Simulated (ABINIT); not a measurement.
# ZnS (Wurtzite-2H) (P6_3mc) in ABINIT: settings compared

One crystal, ZnS (Wurtzite-2H), is run at these levels: LDA, PBE; tasks: band structure.

Program: ABINIT 10.8.3 (patched build). These are calculated values, not measurements. Logs are shortened: lines on timing, memory, paths and dates and some standing lists are left out, and cuts for length are marked. The log counts tension as positive stress, the text compression.

**The experiment to reproduce.**

A printed reference work, monograph reports, for a bulk crystal of ZnS at 4 K: band gap 3.911 eV (direct).

The runs below are set against these values where they give the same quantity.

### 1 The structure

It takes space group P6_3mc (No. 186, hexagonal). Conventional cell: a = 3.811 Å, b = 3.811 Å, c = 6.234 Å, α = 90.00°, β = 90.00°, γ = 120.00°. Around Zn (site symmetry 3m) lie 4 S at 2.31 to 2.40 Å. Around S (site symmetry 3m) lie 4 Zn at 2.31 to 2.40 Å.

### 2 Band structure, LDA

The input, run.abi:

```
# Datasets: ground state, then fixed potential
ndtset 2

# Pseudopotentials
pp_dirpath "./"
pseudos "Zn.LDA_PW-JTH.xml, S.LDA_PW-JTH.xml"

# Structure
acell 3*1.0
rprim
     7.2017462609     0.0000000000     0.0000000000
    -3.6008731305     6.2368952135     0.0000000000
     0.0000000000     0.0000000000    11.7805526609
ntypat 2
znucl 30 16
natom 4
typat 1 1 2 2
xred
     0.6666666667     0.3333333333     0.5000000000
     0.3333333333     0.6666666667     0.0000000000
     0.6666666667     0.3333333333     0.8850000000
     0.3333333333     0.6666666667     0.3850000000

# Plane-wave basis
ecut 20.0
pawecutdg 40.0

# Exchange and correlation
ixc 7

# Bands and occupations
occopt 3
tsmear 0.05 eV

# SCF cycle
nstep 100

# Output
iomode 3
prtwf 0
prteig 0
prtebands 0
enunit 2
prtden1 1

# Dataset 1
kptopt1 1
ngkpt1 8 8 5
nshiftk1 1
shiftk1 0.0 0.0 0.0
nband1 22
tolvrs1 1.0e-9

# Dataset 2: bands along G-M-K-G-A-L-H-A
iscf2 -2
getden2 1
nband2 26
nbdbuf2 2
tolwfr2 1.0e-12
kptopt2 -7
ndivsm2 8
prteig2 1
kptbounds2
     0.0000000000     0.0000000000     0.0000000000
     0.5000000000     0.0000000000     0.0000000000
     0.3333333333     0.3333333333     0.0000000000
     0.0000000000     0.0000000000     0.0000000000
     0.0000000000     0.0000000000     0.5000000000
     0.5000000000     0.0000000000     0.5000000000
     0.3333333333     0.3333333333     0.5000000000
     0.0000000000     0.0000000000     0.5000000000
```

Potentials or basis: JTH PAW LDA v2.0.

Started as:

```sh
> abinit run.abi > log 2>&1
```

run.abo:

```text
.Version 10.8.3 of ABINIT
 DATASET    1 : space group P6_3 m c (#186); Bravais hP (primitive hexag.)
================================================================================
 Values of the parameters that define the memory need for DATASET  1.
     intxc =       0    ionmov =       0      iscf =      17    lmnmax =      18
     lnmax =       6     mgfft =      48  mpssoang =       3    mqgrid =    3354
     natom =       4  nloc_mem =       2    nspden =       1   nspinor =       1
    nsppol =       1      nsym =      12    n1xccc =       1    ntypat =       2
    occopt =       3   xclevel =       1
       mpw =        2274          nfft =       43200          nkpt =          30
 PAW method is used; the additional fine FFT grid is defined by:
   mgfftf=        72    nfftf =    145800
================================================================================
================================================================================

 DATASET    2 : space group P6_3 m c (#186); Bravais hP (primitive hexag.)
================================================================================
 Values of the parameters that define the memory need for DATASET  2.
     intxc =       0    ionmov =       0      iscf =      -2    lmnmax =      18
     lnmax =       6     mgfft =      48  mpssoang =       3    mqgrid =    3354
     natom =       4  nloc_mem =       2    nspden =       1   nspinor =       1
    nsppol =       1      nsym =      12    n1xccc =       1    ntypat =       2
    occopt =       3   xclevel =       1
       mpw =        2286          nfft =       43200          nkpt =          91
 PAW method is used; the additional fine FFT grid is defined by:
   mgfftf=        72    nfftf =    145800
================================================================================
================================================================================

--------------------------------------------------------------------------------
------------- Echo of variables that govern the present computation ------------
--------------------------------------------------------------------------------
 -outvars: echo values of preprocessed input variables --------
            acell      1.0000000000E+00  1.0000000000E+00  1.0000000000E+00 Bohr
              amu      6.53900000E+01  3.20660000E+01
             ecut      2.00000000E+01 Hartree
           enunit           2
           getden1          0
           getden2          1
             iscf1         17
             iscf2         -2
                       outvar_i_n : Printing only first  50 k-points.
              ixc           7
           jdtset        1    2
                       outvar_i_n : Printing only first  50 k-points.
           kptopt1          1
           kptopt2         -7
         kptrlatt        8    0    0      0    8    0      0    0    5
          kptrlen1     5.76139701E+01
          kptrlen2     3.00000000E+01
            natom           4
            nband1         22
            nband2         26
           nbdbuf1          0
           nbdbuf2          2
           ndtset           2
           ndivsm1          0
           ndivsm2          8
            ngfft          30      30      48
          ngfftdg          45      45      72
             nkpt1         30
             nkpt2         91
            nstep         100
             nsym          12
           ntypat           2
           occopt           3
        pawecutdg      4.00000000E+01 Hartree
        prtebands           0
           prteig1          0
           prteig2          1
            prtwf           0
            rprim      7.2017462609E+00  0.0000000000E+00  0.0000000000E+00
[... 1241 lines left out ...]
convergence: {deltae:  0.000E+00, res2:  0.000E+00, residm:  9.999E-13, diffor:  0.000E+00, }
etotal    :  -1.49894903E+02
entropy   :   0.00000000E+00
fermie    :   2.30068856E-01
cartesian_stress_tensor: null
pressure_GPa: null
xred      :
- [  6.6667E-01,   3.3333E-01,   5.0000E-01, Zn]
- [  3.3333E-01,   6.6667E-01,   0.0000E+00, Zn]
- [  6.6667E-01,   3.3333E-01,   8.8500E-01,  S]
- [  3.3333E-01,   6.6667E-01,   3.8500E-01,  S]
cartesian_forces: null
force_length_stats: {min: null, max: null, mean: null, }
...

 Integrated electronic density in atomic spheres:
 ------------------------------------------------
 Atom  Sphere_radius  Integrated_density
    1        2.30770         10.82216168
    2        2.30770         10.82216168
    3        1.90380          3.60302507
    4        1.90380          3.60302507

================================================================================

 ----iterations are completed or convergence reached----

 Mean square residual over all n,k,spin=   51.950E-14; max=  99.989E-14
 reduced coordinates (array xred) for    4 atoms
       0.666666666667      0.333333333333      0.500000000000
       0.333333333333      0.666666666667      0.000000000000
       0.666666666667      0.333333333333      0.885000000000
       0.333333333333      0.666666666667      0.385000000000

 cartesian coordinates (angstrom) at end:
    1      1.90549999868555     1.10014093717839     3.11699999788088
    2     -0.00000000001764     2.20028187435677     0.00000000000000
    3      1.90549999868555     1.10014093717839     5.51708999624916
    4     -0.00000000001764     2.20028187435677     2.40008999836828
 length scales=  1.000000000000  1.000000000000  1.000000000000 bohr
              =  0.529177210544  0.529177210544  0.529177210544 angstroms
 Eigenvalues (hartree) for nkpt=  91  k points:
 kpt#   1, nband= 26, wtk=  1.00000, kpt=  0.0000  0.0000  0.0000 (reduced coord)
  -0.29208   -0.25731   -0.04700   -0.04700   -0.04470   -0.04470   -0.04437   -0.02991
  -0.02991   -0.02696   -0.02696   -0.02081   -0.00076    0.16041    0.16041    0.19200
   0.19200    0.19258    0.26515    0.29419    0.41746    0.41746    0.42872    0.46661
   0.46661    0.52460
 kpt#   2, nband= 26, wtk=  1.00000, kpt=  0.0333  0.0000  0.0000 (reduced coord)
  -0.29179   -0.25714   -0.04703   -0.04693   -0.04468   -0.04461   -0.04431   -0.02995
  -0.02992   -0.02721   -0.02695   -0.02060   -0.00036    0.15768    0.15967    0.18852
   0.19160    0.19227    0.26838    0.29679    0.41567    0.41845    0.42974    0.46569
   0.46791    0.52285
 kpt#   3, nband= 26, wtk=  1.00000, kpt=  0.0667  0.0000  0.0000 (reduced coord)
  -0.29092   -0.25663   -0.04711   -0.04673   -0.04462   -0.04436   -0.04410   -0.03006
  -0.02994   -0.02781   -0.02692   -0.02007    0.00084    0.15015    0.15755    0.17967
   0.19040    0.19124    0.27653    0.30383    0.41121    0.42131    0.43232    0.46329
   0.47180    0.51761
 kpt#   4, nband= 26, wtk=  1.00000, kpt=  0.1000  0.0000  0.0000 (reduced coord)
  -0.28950   -0.25581   -0.04722   -0.04640   -0.04452   -0.04394   -0.04376   -0.03026
[... 423 lines left out ...]
 kpt#  89, nband= 26, wtk=  1.00000, kpt=  0.0392  0.0392  0.5000 (reduced coord)
  -0.27518   -0.27518   -0.04629   -0.04629   -0.04578   -0.04578   -0.04299   -0.04299
  -0.02824   -0.02824   -0.02820   -0.02820    0.08788    0.08788    0.16725    0.16725
   0.17300    0.17300    0.32227    0.32227    0.41624    0.41624    0.43856    0.43856
   0.44774    0.44774
 kpt#  90, nband= 26, wtk=  1.00000, kpt=  0.0196  0.0196  0.5000 (reduced coord)
  -0.27594   -0.27594   -0.04616   -0.04616   -0.04602   -0.04602   -0.04320   -0.04320
  -0.02823   -0.02823   -0.02822   -0.02822    0.08814    0.08814    0.17327    0.17327
   0.17488    0.17488    0.31555    0.31555    0.42571    0.42571    0.43490    0.43490
   0.44218    0.44218
 kpt#  91, nband= 26, wtk=  1.00000, kpt=  0.0000  0.0000  0.5000 (reduced coord)
  -0.27620   -0.27620   -0.04610   -0.04610   -0.04610   -0.04610   -0.04328   -0.04328
  -0.02823   -0.02823   -0.02823   -0.02823    0.08820    0.08820    0.17550    0.17550
   0.17550    0.17550    0.31309    0.31309    0.43366    0.43366    0.43366    0.43366
   0.43562    0.43562
 Eigenvalues (   eV  ) for nkpt=  91  k points:
 kpt#   1, nband= 26, wtk=  1.00000, kpt=  0.0000  0.0000  0.0000 (reduced coord)
  -7.94782   -7.00184   -1.27906   -1.27906   -1.21627   -1.21627   -1.20737   -0.81402
  -0.81402   -0.73373   -0.73373   -0.56640   -0.02073    4.36498    4.36498    5.22466
   5.22466    5.24028    7.21511    8.00520   11.35959   11.35959   11.66609   12.69708
  12.69708   14.27504
 kpt#   2, nband= 26, wtk=  1.00000, kpt=  0.0333  0.0000  0.0000 (reduced coord)
  -7.93992   -6.99716   -1.27985   -1.27714   -1.21567   -1.21399   -1.20562   -0.81507
  -0.81421   -0.74038   -0.73341   -0.56045   -0.00979    4.29070    4.34495    5.12987
   5.21376    5.23206    7.30294    8.07605   11.31101   11.38654   11.69381   12.67210
  12.73241   14.22753
 kpt#   3, nband= 26, wtk=  1.00000, kpt=  0.0667  0.0000  0.0000 (reduced coord)
  -7.91638   -6.98334   -1.28201   -1.27159   -1.21404   -1.20698   -1.20011   -0.81810
  -0.81479   -0.75676   -0.73243   -0.54623    0.02280    4.08575    4.28712    4.88915
   5.18113    5.20400    7.52475    8.26762   11.18947   11.46449   11.76406   12.60665
  12.83822   14.08490
 kpt#   4, nband= 26, wtk=  1.00000, kpt=  0.1000  0.0000  0.0000 (reduced coord)
  -7.87769   -6.96101   -1.28501   -1.26270   -1.21152   -1.19565   -1.19081   -0.82331
[... 424 lines left out ...]
  -7.48814   -7.48814   -1.25953   -1.25953   -1.24578   -1.24578   -1.16981   -1.16981
  -0.76839   -0.76839   -0.76732   -0.76732    2.39145    2.39145    4.55123    4.55123
   4.70769    4.70769    8.76932    8.76932   11.32639   11.32639   11.93369   11.93369
  12.18352   12.18352
 kpt#  90, nband= 26, wtk=  1.00000, kpt=  0.0196  0.0196  0.5000 (reduced coord)
  -7.50873   -7.50873   -1.25596   -1.25596   -1.25228   -1.25228   -1.17563   -1.17563
  -0.76822   -0.76822   -0.76803   -0.76803    2.39838    2.39838    4.71504    4.71504
   4.75872    4.75872    8.58661    8.58661   11.58413   11.58413   11.83432   11.83432
  12.03244   12.03244
 kpt#  91, nband= 26, wtk=  1.00000, kpt=  0.0000  0.0000  0.5000 (reduced coord)
  -7.51566   -7.51566   -1.25449   -1.25449   -1.25449   -1.25449   -1.17770   -1.17770
  -0.76818   -0.76818   -0.76818   -0.76818    2.40005    2.40005    4.77573    4.77573
   4.77573    4.77573    8.51967    8.51967   11.80053   11.80053   11.80053   11.80053
  11.85396   11.85396

== END DATASET(S) ==============================================================
================================================================================

 -outvars: echo values of variables after computation  --------
            acell      1.0000000000E+00  1.0000000000E+00  1.0000000000E+00 Bohr
           etotal1    -1.4989490340E+02
            fcart1     3.3649903968E-28 -1.0793211730E-28  5.6119122363E-03
                      -2.6172147531E-28  2.3745065806E-28  5.6119122363E-03
                      -2.6172147531E-28 -4.5331489267E-28 -5.6119122363E-03
                       1.8694391094E-28  3.2379635191E-28 -5.6119122363E-03
            rprim      7.2017462609E+00  0.0000000000E+00  0.0000000000E+00
                      -3.6008731305E+00  6.2368952135E+00  0.0000000000E+00
                       0.0000000000E+00  0.0000000000E+00  1.1780552661E+01
           strten1     1.3378919166E-04  1.3378919170E-04  1.8373923545E-04
                       0.0000000000E+00  0.0000000000E+00  2.2023685743E-14
           xangst      1.9054999987E+00  1.1001409372E+00  3.1169999979E+00
                      -1.7639312329E-11  2.2002818744E+00  0.0000000000E+00
                       1.9054999987E+00  1.1001409372E+00  5.5170899962E+00
                      -1.7639312329E-11  2.2002818744E+00  2.4000899984E+00
             xred      6.6666666667E-01  3.3333333333E-01  5.0000000000E-01
                       3.3333333333E-01  6.6666666667E-01  0.0000000000E+00
                       6.6666666667E-01  3.3333333333E-01  8.8500000000E-01
                       3.3333333333E-01  6.6666666667E-01  3.8500000000E-01
 Calculation completed.
```

It took 4.2 min on 1 thread of Arm Neoverse V2, shared host; peak memory 0.18 GiB.

What came out:

```
Free energy                                           : -4078.8481 eV
Largest force                                         : 0.289 eV/Å
Band gap on the k mesh                                : 1.97 eV, direct
Valence electrons inside the program's atomic spheres : Zn 10.82; S 3.60
```

Forces in eV/Å, atoms in the order of the input:
```
Zn   0.000  0.000  0.289
Zn   0.000  0.000  0.289
S    0.000  0.000 -0.289
S    0.000  0.000 -0.289
```

Levels at the corners of the path, in eV from the valence-band top:
| point | band 16 | band 17 | band 18 | band 19 | band 20 | band 21 |
| --- | --- | --- | --- | --- | --- | --- |
| Γ | -0.02 | -0.02 | 0.00 | 1.97 | 2.76 | 6.12 |
| M | -2.28 | -1.60 | -1.00 | 3.40 | 4.06 | 4.99 |
| K | -2.26 | -2.26 | -2.26 | 4.25 | 5.77 | 5.77 |
| Γ | -0.02 | -0.02 | 0.00 | 1.97 | 2.76 | 6.12 |
| A | -0.46 | -0.46 | -0.46 | 3.28 | 3.28 | 6.56 |
| L | -1.69 | -1.56 | -1.56 | 3.39 | 3.39 | 4.96 |
| H | -3.18 | -1.27 | -1.27 | 4.34 | 4.34 | 6.26 |
| A | -0.46 | -0.46 | -0.46 | 3.28 | 3.28 | 6.56 |

Caveat: the cutoff is too short for stress, so the log's stress isn't used.

### 3 Band structure, PBE

The input, run.abi:

```
ndtset 2

pp_dirpath "./"
pseudos "Zn.GGA_PBE-JTH.xml, S.GGA_PBE-JTH.xml"

acell 3*1.0 Angstrom
rprim
     3.8110000000     0.0000000000     0.0000000000
    -1.9055000000     3.3004228138     0.0000000000
     0.0000000000     0.0000000000     6.2340000000
ntypat 2
znucl 30 16
natom 4
typat 1 1 2 2
xcart
     1.9055000002     1.1001409378     3.1170000000
    -0.0000000002     2.2002818760     0.0000000000
     1.9055000002     1.1001409378     5.5170900000
    -0.0000000002     2.2002818760     2.4000900000 Angstrom

ecut 544.227725 eV
pawecutdg 40.0

ixc 11

occopt 3
tsmear 0.00183747

nstep 100

iomode 3
prtwf 0
prteig 0
prtebands 0
enunit 2
prtden1 1

kptopt1 1
ngkpt1 8 8 5
nshiftk1 1
shiftk1 0.0 0.0 0.0
nband1 22
tolvrs1 1.0e-9

iscf2 -2
getden2 1
nband2 26
nbdbuf2 2
tolwfr2 1.0e-12
kptopt2 -7
ndivsm2 8
prteig2 1
prtvol2 -3
kptbounds2
     0.0000000000     0.0000000000     0.0000000000
     0.5000000000     0.0000000000     0.0000000000
     0.3333333333     0.3333333333     0.0000000000
     0.0000000000     0.0000000000     0.0000000000
     0.0000000000     0.0000000000     0.5000000000
     0.5000000000     0.0000000000     0.5000000000
     0.3333333333     0.3333333333     0.5000000000
     0.0000000000     0.0000000000     0.5000000000
```

Potentials or basis: JTH PAW PBE v2.0.

Started as:

```sh
> abinit run.abi > log 2>&1
```

Wall time 4.1 min (1 thread of Arm Neoverse V2, shared host); peak memory 0.2 GiB.

Results (log left out):

| Property | Result |
| --- | --- |
| Free energy | -4065.0682 eV |
| Largest force | 0.315 eV/Å |
| Band gap on the k mesh | 2.23 eV, direct |
| Valence electrons inside the program's atomic spheres | Zn 10.80; S 3.62 |

Forces in eV/Å, atoms in the order of the input:
```
Zn   0.000  0.000  0.315
Zn   0.000  0.000  0.315
S    0.000  0.000 -0.315
S    0.000  0.000 -0.315
```

Levels at the corners of the path, in eV from the valence-band top:
```
point  band 14  band 15  band 16  band 17  band 18  band 19  band 20  band 21  band 22  band 23
    Γ    -0.86    -0.86    -0.01    -0.01     0.00     2.23     2.98     6.28     6.28     6.58
    M    -4.21    -3.16    -2.25    -1.56    -0.98     3.61     4.25     5.17     7.11     7.39
    K    -4.36    -3.87    -2.21    -2.21    -2.21     4.47     5.90     5.90     7.89     7.90
    Γ    -0.86    -0.86    -0.01    -0.01     0.00     2.23     2.98     6.28     6.28     6.58
    A    -2.76    -0.45    -0.45    -0.45    -0.45     3.50     3.50     6.70     6.70     6.70
    L    -4.90    -1.66    -1.66    -1.53    -1.53     3.61     3.61     5.13     5.13     8.95
    H    -4.77    -3.11    -3.11    -1.25    -1.25     4.53     4.53     6.47     6.47     7.30
    A    -2.76    -0.45    -0.45    -0.45    -0.45     3.50     3.50     6.70     6.70     6.70
```

Caveat: the cutoff is too short for stress, so the log's stress isn't used.

### 4 How close it comes

Step 2. Measured gap of ZnS: 3.911 eV (direct; 4 K; a printed reference work, monograph). This calculation gives 1.97 eV (-1.94 eV). The value is that of LDA, without temperature or zero-point motion. Semilocal functionals fall short of measured gaps as a rule.

Step 3. Against the measured gap of ZnS, 3.911 eV (direct; 4 K; a printed reference work, monograph), the calculated 2.23 eV is off by -1.68 eV. The value is that of PBE, without temperature or zero-point motion. Semilocal functionals fall short of measured gaps as a rule.
